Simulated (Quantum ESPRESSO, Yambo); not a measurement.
# A GW chain in Yambo: InP (F-43m), part 2 of 3

How does a plane-wave GW calculation on InP (F-43m) run from the first input to the gap?

Quantum ESPRESSO 7.5 and Yambo 5.3.0; PBE and many-body steps on it, plane waves. Known limits of the many-body steps: not at the basis limit; exchange with frozen shells missing; no spin-orbit coupling; coarse k mesh.

So far. Step 2 (Ground state): The gap is direct, at Γ. Step 3 (Bands along the symmetry lines): The gap is 0.709 eV, as in the run before at this level.

The database entry behind the starting cell differs from later determinations by our own check (0.1 to 0.3 % short, probably kX units), so it need not match the best structure at ambient conditions.

### 4. Empty states on the mesh, 4×4×4 mesh, 140 bands

Level of this step: DFT, PBE, plane waves, norm-conserving pseudopotentials (Quantum ESPRESSO).

The sums over transitions need many empty states on a uniform mesh; this step solves for them.

Input file pw.in:

```
&control
  calculation = 'nscf'
  prefix = 'x'
  outdir = 'o'
  pseudo_dir = 'pseudo'
/
&system
  ibrav = 0
  nat = 2
  ntyp = 2
  ecutwfc = 62.0
  nbnd = 140
  force_symmorphic = .true.
/
&electrons
  conv_thr = 1e-9
  electron_maxstep = 80
  diago_full_acc = .true.
  diago_thr_init = 5e-6
/
ATOMIC_SPECIES
  In 114.82 In.upf
  P 30.974 P.upf
CELL_PARAMETERS angstrom
  -0.0000000000 2.9305000000 2.9305000000
  2.9305000000 -0.0000000000 2.9305000000
  2.9305000000 2.9305000000 -0.0000000000
ATOMIC_POSITIONS crystal
  In 0.0000000000 0.0000000000 0.0000000000
  P 0.2500000000 0.2500000000 0.2500000000
K_POINTS automatic
  4 4 4 0 0 0
```

Command:

```console
OMP_NUM_THREADS=1 mpirun -n 4 pw.x -nk 4 -in pw.in > pw.out
```

What it wrote:

```text
[banner, memory and clock lines left out]
Program PWSCF v.7.5 starts

     Atomic positions and unit cell read from directory:
     o/x.save/

     Message from routine setup:
     using ibrav=0 with symmetry is DISCOURAGED, use correct ibrav instead

     G-vector sticks info

     bravais-lattice index     =            0
     lattice parameter (alat)  =       7.8317  a.u.
     unit-cell volume          =     339.6658 (a.u.)^3
     number of atoms/cell      =            2
     number of atomic types    =            2
     number of electrons       =        18.00
     number of Kohn-Sham states=          140
     kinetic-energy cutoff     =      62.0000  Ry
     charge density cutoff     =     248.0000  Ry
     Exchange-correlation= PBE
                           (   1   4   3   4   0   0   0)

     celldm(1)=   7.831692  celldm(2)=   0.000000  celldm(3)=   0.000000
     celldm(4)=   0.000000  celldm(5)=   0.000000  celldm(6)=   0.000000

     crystal axes: (cart. coord. in units of alat)
               a(1) = (  -0.000000   0.707107   0.707107 )
               a(2) = (   0.707107  -0.000000   0.707107 )
               a(3) = (   0.707107   0.707107  -0.000000 )

     reciprocal axes: (cart. coord. in units 2 pi/alat)
               b(1) = ( -0.707107  0.707107  0.707107 )
               b(2) = (  0.707107 -0.707107  0.707107 )
               b(3) = (  0.707107  0.707107 -0.707107 )
     Pseudo is Norm-conserving + core correction, Zval = 13.0
     Generated using ONCVPSP code by D. R. Hamann
     Using radial grid of 1964 points,  6 beta functions with:
     Pseudo is Norm-conserving + core correction, Zval =  5.0
     Generated using ONCVPSP code by D. R. Hamann
     Using radial grid of 1298 points,  6 beta functions with:
     In               13.00   114.82000     In( 1.00)
     P                 5.00    30.97400     P ( 1.00)

     24 Sym. Ops. (no inversion) found

   Cartesian axes

     site n.     atom                  positions (alat units)
         1        In     tau(   1) = (   0.0000000   0.0000000   0.0000000  )
         2        P      tau(   2) = (   0.3535534   0.3535534   0.3535534  )

     number of k points=     8
                       cart. coord. in units 2pi/alat
        k(    1) = (   0.0000000   0.0000000   0.0000000), wk =   0.0312500
        k(    2) = (   0.1767767   0.1767767  -0.1767767), wk =   0.2500000
        k(    3) = (  -0.3535534  -0.3535534   0.3535534), wk =   0.1250000
[...]
k(    7) = (  -0.7071068   0.0000000   0.0000000), wk =   0.0937500
        k(    8) = (  -0.7071068   0.3535534   0.0000000), wk =   0.1875000

     Dense  grid:    22227 G-vectors     FFT dimensions: (  40,  40,  40)

     The potential is recalculated from file :
     o/x.save/charge-density

     Starting wfcs are   13 randomized atomic wfcs +  127 random wfcs

     Band Structure Calculation

     End of band structure calculation

          k = 0.0000 0.0000 0.0000 (  2741 PWs)   bands (ev):

    -7.0992  -7.0992  -7.0992  -6.9505  -6.9505  -4.3704   7.1482   7.1482
     7.1482   7.8576  11.2364  11.2364  11.2364  15.7343  16.5605  16.5605
    18.3848  18.3848  18.3848  21.0765  28.8179  28.8179  28.8179  31.2699
[...]
[... 6 further rows ...]
[...]
102.7088 102.7088 104.1953 107.8843

          k = 0.1768 0.1768-0.1768 (  2794 PWs)   bands (ev):

[...]
[... 6 further rows ...]
[...]
105.1828 105.6082 105.6082 105.9015

          k =-0.3536-0.3536 0.3536 (  2788 PWs)   bands (ev):

[...]
65.9107  66.1330  66.1330  67.2685  68.0625  68.0625  70.5456  70.5456
     [... 6 further rows ...]
    99.3315 100.8374 100.8374 103.0137 103.2509 103.2509 104.8487 104.8487
   104.9234 106.1111 106.3457 106.3457

          k = 0.3536 0.0000 0.0000 (  2826 PWs)   bands (ev):

     [... further k-points ...]

     highest occupied, lowest unoccupied level (ev):     7.1482    7.8576

     XML data file, pseudopotentials, collected wavefunctions
```

It took 7.8 s on 4 MPI ranks of Arm Neoverse V1, shared host; peak memory 0.32 GiB.

Numbers from this step:

```yaml
gap: 0.7094 eV
k_of_the_valence_top: 0, 0, 0
k_of_the_conduction_bottom: 0, 0, 0
least_direct_gap: 0.7094 eV
k_points_computed: 8
lowest_point_of_the_top_converged_band_above_the_valence_top: 98.7533 eV
```

On this mesh the gap is 0.709 eV.

### 5. Conversion and set-up

This step: Yambo 5.3.0; conversion and set-up on PBE, plane waves, norm-conserving pseudopotentials.

The states are converted to the many-body program's format and the q mesh is built.

Command:

```console
(cd o/x.save; p2y > p2y.log; mv SAVE ../..); yambo > setup.log
```

What it wrote:

```text
 Yambo, version 5.3.0

 [02] CORE Variables Setup
 =========================

  [02.01] Unit cells
  ==================

  Cell kind             :  FCC
  Atoms in the cell     :  In  P
  number of In atoms    :  1
  number of P  atoms    :  1

  List of atomic masses
  Mass of In    :  114.8200
  Mass of P     :  30.97400

  List of atomic coordinates    : [cc]
  In1       :  0.000000  0.000000  0.000000  order 1
  P1       :  2.768921  2.768921  2.768921  order 2

  Alat factors          :  5.537842  5.537842  5.537842 [a.u.]
  Direct lattice volume :  339.6658 [a.u.]
  Direct lattice vectors:  A[ 1 ]  A[ 2 ]  A[ 3 ]
   A[ 1 ]: -0.000000  1.000000  1.000000  [iru]
  -0.000000  5.537842  5.537842  [cc]
   A[ 2 ]:  1.000000 -0.000000  1.000000  [iru]
   5.537842 -0.000000  5.537842  [cc]
   A[ 3 ]:  1.000000  1.000000 -0.000000  [iru]
   5.537842  5.537842 -0.000000  [cc]

  Recip. lattice volume :  0.730277 [a.u.]
  Recip. lattice vectors:  B[ 1 ]  B[ 2 ]  B[ 3 ]
   B[ 1 ]: -0.500000  0.500000  0.500000  [iku]
  -0.567295  0.567295  0.567295  [cc]
   B[ 2 ]:  0.500000 -0.500000  0.500000  [iku]
   0.567295 -0.567295  0.567295  [cc]
   B[ 3 ]:  0.500000  0.500000 -0.500000  [iku]
   0.567295  0.567295 -0.567295  [cc]

  [02.02] Symmetries
  ==================

  Inversion symmetry    : yes
  Spatial inversion     : no
  Inversion index       :  25
  K-space Time-reversal : yes
  Magnetic symmetries   : no
  Time-reversal derived K-space symmetries:   25   48
  Group table correct   : yes
  Symmetries units      :  [cc]

   [S  1]:   1.0000      0.21494E-16  0.21494E-16  0.21494E-16   1.0000     -0.21494E-16 -0.21494E-16 -0.21494E-16   1.0000
   [S  2]:  -1.0000     -0.21494E-16  0.21494E-16 -0.21494E-16  -1.0000     -0.21494E-16  0.21494E-16  0.21494E-16   1.0000
   [S  3]:  -1.0000      0.21494E-16 -0.21494E-16 -0.21494E-16   1.0000      0.21494E-16  0.21494E-16 -0.21494E-16  -1.0000
[...]
[S  9]:  0.21494E-16   1.0000      0.21494E-16 -0.21494E-16  0.21494E-16   1.0000       1.0000     -0.21494E-16 -0.21494E-16
   [S 10]:  0.21494E-16  -1.0000     -0.21494E-16 -0.21494E-16 -0.21494E-16  -1.0000       1.0000      0.21494E-16  0.21494E-16
     [... 36 further rows ...]
   [S*47]:   1.0000      0.21494E-16 -0.21494E-16  0.21494E-16 -0.21494E-16  -1.0000     -0.21494E-16   1.0000      0.21494E-16
   [S*48]:   1.0000     -0.21494E-16  0.21494E-16  0.21494E-16  0.21494E-16   1.0000     -0.21494E-16  -1.0000     -0.21494E-16

  [02.03] Reciprocal space
  ========================

  nG shells         :  258
  nG charge         :  22227
  nG WFs            :   3451
  nC WFs            :  2826
  G-vecs. in first 25 shells:  [ Number ]
     1    9   15   27   51   59   65   89  113
    137   169   181   229   259   283   307   331   339
    387   411   459   531   537   561   609
  ...
  Shell energy in first 25 shells:  [ mHa ]
[...]
BZ  K-points                                      :   64

  K/Q-points units:
  rlu = crystal or reduced units; cc = cartesian coordinates; iku = interal k-units

  K [1]          [rlu]:  0.000000  0.000000  0.000000
         WF components:  2741
  K [2]          [rlu]:  0.52668E-17  0.52668E-17  0.25000
         WF components:  2794
  K [3]          [rlu]: -0.10534E-16 -0.10534E-16 -0.50000
         WF components:  2788
  K [4]          [rlu]:  0.87374E-19  0.25000      0.25000
         WF components:  2826
  K [5]          [rlu]:  0.86628E-17  0.25000     -0.50000
         WF components:  2798
  [... 2 further k-points ...]
  K [8]          [rlu]:  0.250000 -0.500000 -0.250000
         WF components:  2780

  [02.05] Energies & Occupations
  ==============================

  [X] === General ===
  [X] Electronic Temperature                        :  0.000000  0.000000 [eV K]
  [X] Bosonic    Temperature                        :  0.000000  0.000000 [eV K]
  [X] Finite Temperature mode                       : no
  [X] El. density                                   :  0.35762E+24 [cm-3]
  [X] Fermi Level                                   :  7.148157 [eV]

  [X] === Gaps and Widths ===
  [X] Conduction Band Min                           :  0.709393 [eV]
  [X] Valence Band Max                              :  0.000000 [eV]
  [X] Filled Bands                                  :   9
  [X] Empty Bands                                   :   10  140
  [X] Direct Gap                                    :  0.709393 [eV]
  [X] Direct Gap localized at k                     :  1
  [X] Indirect Gap                                  :  0.709393 [eV]
  [X] Indirect Gap between kpts                     :  1  1
  [X] Last valence band width                       :  2.910625 [eV]
  [X] 1st conduction band width                     :  3.585714 [eV]

  E @ K [1]:  [eV]
   -14.247      -14.247      -14.247      -14.099      -14.099      -11.519     -0.20692E-09 -0.10714E-09
   0.000000  0.709393  4.088203  4.088203  4.088203  8.586187  9.412306  9.412306
   11.23660  11.23660  11.23660  13.92832  21.66971  21.66971  21.66971  24.12170
  occ @ K [1]
[...]
E @ K [2]:  [eV]
[...]
occ @ K [2]
[...]
E @ K [3]:  [eV]
[...]
occ @ K [3]
[...]
E @ K [4]:  [eV]
[...]
occ @ K [4]
[...]
E @ K [5]:  [eV]
[...]
occ @ K [5]
[...]
[... 2 further k-points ...]
  E @ K [8]:  [eV]
[...]
occ @ K [8]
[...]
2.000000  0.000000  0.000000  0.000000  0.000000  0.000000  0.000000  0.000000
   0.000000  0.000000  0.000000  0.000000  0.000000  0.000000  0.000000  0.000000

 [03] Transferred momenta grid and indexing
 ==========================================

 IBZ Q-points                                      :   8
 BZ  Q-points                                      :   64

 K/Q-points units:
 rlu = crystal or reduced units; cc = cartesian coordinates; iku = interal k-units

 Q [1]          [rlu]:  0.000000  0.000000  0.000000
 Q [2]          [rlu]:  0.54193E-16  0.26437E-16  0.25000
 Q [3]          [rlu]: -0.10839E-15 -0.52875E-16 -0.50000
[...]
Q [7]          [rlu]: -0.17475E-18 -0.50000     -0.50000
 Q [8]          [rlu]:  0.250000 -0.500000 -0.250000

  [03.01] X indexes
  =================

   [03.01.01] Sigma indexes
   ========================

 [06] Game Over & Game summary
```

Wall time 2.4 s (1 MPI rank); peak memory 0.24 GiB.

[end of part 2 of 3]

[Paths, hosts, dates, memory and timing lines, banners, echoed tables and standing remarks are left out of the program output.]

[Logs are printed without paths, hosts, clocks, repeated set-up lines and the standing remarks that a program may print on its own settings, such as how far it seeks lower states.]

[Runs of the session that timed out or met a known fault of the program may be left out.]

[Hosts, paths, dates, database ids (printed as entryN), source tags and the programs' standing remarks are cut or masked in the printed files.]
